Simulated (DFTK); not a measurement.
**Li2S under changes of volume**

One of the cells (15.344 Å³/atom); the others are scaled copies at fixed shape and fractional positions:

```
S Li
1.0
     0.00000    2.84450    2.84450
     2.84450    0.00000    2.84450
     2.84450    2.84450    0.00000
S Li
1 2
Cartesian
  0.0000 0.0000 0.0000
  4.2668 4.2668 4.2668
  1.4223 1.4223 1.4223
```

| Quantity | Value |
| --- | --- |
| Program | DFTK 0.8.2 |
| Functional | PBE |
| Potentials or basis | dojo.nc.sr.pbe.v0_4_1.standard.upf (PBE) |
| Cutoff | 1007 eV |
| k mesh | 8 × 8 × 8 |
| Occupations | fermi-dirac, width 0.05 eV |
| Spin | no spin polarisation |

```tsv
volume (Å³/atom)	energy over the lowest point (meV/atom)	pressure (GPa)	gap on the mesh (eV)
14.423	?	?	?
14.730	4.88	2.2	3.36
15.037	1.55	1.2	3.38
15.344	0.00	0.4	3.39
15.650	0.07	-0.4	3.40
15.957	1.60	-1.2	3.41
16.264	4.46	-1.8	3.42
```

What does the run at 14.423 Å³/atom give?

Energy over the lowest point 10.16 meV/atom; pressure 3.3 GPa; gap on the mesh 3.34 eV.

Worked out: A Birch-Murnaghan fit of order 3 (a polynomial in V^(-2/3)) to the other rows has its minimum at 15.48 Å³/atom with B0 = V·E''(V) = 41 GPa and B' = 4.0. It gives 10.18 meV/atom at 14.423 Å³/atom, against the run's 10.16, and -dE/dV = 3.3 GPa, against 3.3. A straight line through the other rows of the gap, of slope 0.578 eV per unit of ln V, extrapolates to 3.35 eV, against the run's 3.34.

Energies are extrapolated to zero smearing.

A mesh can miss the band edges.
